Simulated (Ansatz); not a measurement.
## Levels of theory for MgO (P6_3/mmc)

All numbers come from Ansatz. No spin polarisation and no zero-point or thermal motion.

MgO (P6_3/mmc) from a database of computed structures, relaxed with r2SCAN. Space group P6_3/mmc (No. 194), hexagonal; a = 2.965 Å, c = 29.459 Å in the conventional setting, 9.34 Å³ an atom. Mg has 6 O at 2.10 Å; Mg has 6 O at 2.15 Å; O has 6 Mg at 2.10 Å; O has 6 Mg at 2.10–2.15 Å.

```cif
data_structure
_symmetry_space_group_name_H-M 'P6_3/mmc'
_symmetry_Int_Tables_number 194
_cell_length_a 2.9647
_cell_length_b 2.9647
_cell_length_c 29.4586
_cell_angle_alpha 90.000
_cell_angle_beta 90.000
_cell_angle_gamma 120.000
_cell_volume 224.24
loop_
_atom_site_label
_atom_site_type_symbol
_atom_site_symmetry_multiplicity
_atom_site_Wyckoff_symbol
_atom_site_fract_x
_atom_site_fract_y
_atom_site_fract_z
_atom_site_occupancy
Mg1 Mg 4 f 0.33333 0.66667 0.83506 1
Mg2 Mg 4 f 0.33333 0.66667 0.41753 1
Mg3 Mg 2 b 0.00000 0.00000 0.25000 1
Mg4 Mg 2 a 0.00000 0.00000 0.00000 1
O1 O 4 f 0.33333 0.66667 0.95876 1
O2 O 4 f 0.33333 0.66667 0.20606 1
O3 O 4 e 0.00000 0.00000 0.12371 1
```

Relaxed lattice by functional, symmetry kept:
```csv
functional,k mesh,a (Å),c (Å),volume (Å³/atom)
PBE,12×12×2,3.000,29.800,9.68
r2SCAN,12×12×2,2.965,29.459,9.34
```

On this one geometry the levels give:
```
 level   k mesh  gap (eV)      kind                   edges  least direct gap (eV)
   PBE  12×12×2      4.34  indirect          Γ–M (0.10) → Γ                   4.34
r2SCAN  12×12×2      5.17  indirect  (-0.047, 0.005, 0) → Γ                   5.17
 HSE06    6×6×1      6.02  indirect  (-0.047, 0.005, 0) → Γ                   6.03
  PBE0    6×6×1      6.76  indirect  (-0.047, 0.005, 0) → Γ                   6.76
```
PBE: smearing of 0.02 eV; the others have fixed occupations.
Wave cutoffs: 420 eV, 500 eV (r2SCAN).
Points off the special ones are mesh points or PBE's searched band edges, reused at the other levels.

HSE06 gives an indirect gap of 6.02 eV, from k = (-0.047, 0.005, 0) to Γ; the least direct gap is 6.03 eV at Γ. Least and direct gap differ so little that the kind isn't settled.

r2SCAN covers 49 % of the step from PBE to HSE06. Direct and least gap lie within 0.04 eV at some levels, so the kind of gap isn't settled.

r2SCAN (ground state on 9×9×2): ε∞: 3.03 along x and y, 3.02 along z. Born charges, averaged over directions: Mg +1.97 to +2.02, O -1.98 e. The program notes that the ground state's band table doesn't vouch for all the bands that the response reads.

Coordinates of k points refer to the reciprocal vectors of the primitive cell of the runs.

The meshes of the hybrids are coarse, so their gaps aren't converged to the digits shown.
